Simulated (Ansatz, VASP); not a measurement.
# One calculation of AlN, two programs

File INCAR:

```
ALGO     = Normal         # electronic algorithm
EDIFF    = 1E-6           # SCF threshold, eV
ENCUT    = 520            # plane-wave cutoff, eV
GGA      = PE             # functional
ISIF     = 2              # what is computed and relaxed
ISMEAR   = 0              # smearing method
LASPH    = T              # aspherical terms in the spheres
LCHARG   = F              # write CHGCAR
LREAL    = F              # projectors in reciprocal space
LWAVE    = F              # write WAVECAR
NBANDS   = 11             # bands
NELM     = 80             # most SCF steps
PREC     = Accurate       # precision mode
SIGMA    = 0.05           # smearing width, eV
```

File KPOINTS:

```
k-points
0
Gamma
  10 10 10
```

The input POSCAR:

```
AlN
1.0
    0.0000000000      1.9734824600      2.0345180000
    1.9734824600      0.0000000000      2.0345180000
    1.9734824600      1.9734824600      0.0000000000
Al N
1 1
Direct
    0.5000000000      0.5000000000      0.5000000000
    0.0000000000      0.0000000000      0.0000000000
```

Input for Ansatz:

```yaml
crystal:
  lattice:
    - [0.0, 1.97348246, 2.034518]
    - [1.97348246, 0.0, 2.034518]
    - [1.97348246, 1.97348246, 0.0]
  atoms:
    - { symbol: Al, position: [0.5, 0.5, 0.5] }
    - { symbol: "N", position: [0.0, 0.0, 0.0] }
basis:
  ecutwfc: 420
kpoints:
  mp_grid: { grid: [10, 10, 10] }
hamiltonian:
  xc: pbe
scf:
  occupations: { method: gaussian, width: 0.05 }
output:
  forces: true
  stress: true
  eigenvalues: true
```

Change from the starting cell: strain -0.030 along x and y, +0.000 along z, atoms carried along.

Alike in both runs: task single point; functional PBE; k mesh 10 × 10 × 10; occupations gaussian, width 0.05 eV; no spin polarisation.

```csv
,VASP,Ansatz
version,VASP 6.6.1,Ansatz 0.2.0
potentials or method,"VASP PAW PBE potentials, release 64 (Al, N)","scalar-relativistic, plane waves, PAW"
plane-wave cutoff (eV),520,420
valence electrons in the cell,8,8
```

```tsv
	VASP	Ansatz	Ansatz less VASP
gap on the k mesh at the Fermi level (eV)	4.79	4.82	+0.026
least direct gap on the mesh (eV)	6.14	6.13	-0.015
pressure (GPa)	17.9	18.2	+0.33
largest component of the traceless stress (GPa)	7.17	7.19	+0.017
```

With one functional, cell and mesh, what is left measures potentials, basis and numerics.

Caveats: so large a pressure means that the cell lies far from this level's equilibrium, or that cutoff or potentials fall short (VASP). A k mesh can miss the band edges.
